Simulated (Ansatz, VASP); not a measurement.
## Ni in VASP and in Ansatz

```xyz
1
Lattice="0.0000 1.7572 1.7572 1.7572 0.0000 1.7572 1.7572 1.7572 0.0000" Properties=species:S:1:pos:R:3 pbc="T T T"
Ni    0.0000    0.0000    0.0000
```

Alike in both runs: functional PBE; k mesh 15 × 15 × 15; occupations fermi-dirac, width 0.1 eV; no spin polarisation.

Ansatz relaxed the structure, and its values are those at the end. VASP's run is a single point on that final structure, the one shown.

|  | VASP | Ansatz |
| --- | --- | --- |
| version | VASP 6.6.1 | Ansatz 0.2.0 |
| potentials or method | VASP PAW PBE potentials, release 64 (Ni) | plane waves (420 eV) with PAW, scalar-relativistic |
| plane-wave cutoff (eV) | 520 | 420 |
| valence electrons in the cell | 10 | 18 |

|  | VASP | Ansatz | Ansatz less VASP |
| --- | --- | --- | --- |
| pressure (GPa) | 0.0 | 0.0 | 0.00 |

The two sets of potentials don't hold the same shells in valence.

Caveats: the run has no spin polarisation, though such a crystal can be magnetic. Spin polarisation is off, so any magnetic state and its effect on volume and gap are missing.
